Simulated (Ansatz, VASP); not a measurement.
MgB in VASP and in Ansatz

Contents of INCAR:

```
SYSTEM = MgB
PREC     = Accurate       ! precision mode
ENCUT    = 520            ! plane-wave cutoff, eV
EDIFF    = 1E-7           ! SCF threshold, eV
ISMEAR   = -1             ! smearing method
SIGMA    = 0.05           ! smearing width, eV
LREAL    = .FALSE.        ! projectors in reciprocal space
LASPH    = .TRUE.         ! aspherical terms in the spheres
NELM     = 60             ! most SCF steps
ALGO     = Normal         ! electronic algorithm
ISIF     = 2              ! what is computed and relaxed
LWAVE    = .FALSE.        ! write WAVECAR
LCHARG   = .FALSE.        ! write CHGCAR
GGA      = PE             ! functional
NBANDS   = 10             ! bands
```

File KPOINTS:

```
regular mesh
0
G
  7 7 8
  0 0 0
```

POSCAR

```
MgB
1.0
    3.0109560000      0.0000000000      0.0000000000
    0.0000000000      3.0109560000      0.0000000000
    0.0000000000      0.0000000000      2.8951500000
Mg B
1 1
Direct
    0.0000000000      0.0000000000      0.0000000000
    0.5000000000      0.5000000000      0.5000000000
```

Contents of input.yaml:

```yaml
crystal:
  lattice:
    - [3.010956, 0.0, 0.0]
    - [0.0, 3.010956, 0.0]
    - [0.0, 0.0, 2.89515]
  atoms:
    - { symbol: Mg, position: [0.0, 0.0, 0.0] }
    - { symbol: B, position: [0.5, 0.5, 0.5] }
hamiltonian:
  xc: pbe
  pseudopotentials: { kind: paw }
kpoints:
  mp_grid: { grid: [7, 7, 8] }
scf:
  occupations: { method: fermi_dirac, width: 0.05 }
output:
  forces: true
  stress: true
  eigenvalues: true
```

The cell was built by a generator and needn't be a form met in nature.

Alike in both runs: task single point; functional PBE; k mesh 7 × 7 × 8; occupations fermi-dirac, width 0.05 eV; no spin polarisation.

```csv
,VASP,Ansatz
version,VASP 6.6.1,Ansatz 0.2.0
potentials or method,"VASP PAW PBE potentials, release 64 (Mg, B)",Ansatz PAW
plane-wave cutoff (eV),520,420
valence electrons in the cell,5,13
```

|  | VASP | Ansatz | Ansatz less VASP |
| --- | --- | --- | --- |
| gap on the k mesh at the Fermi level (eV) | none | none | - |
| pressure (GPa) | -5.8 | -5.6 | +0.24 |
| largest component of the traceless stress (GPa) | 3.55 | 3.54 | -0.008 |

A gap of «none» marks a metal or a gap that the smearing closes. The two sets of potentials don't hold the same shells in valence.
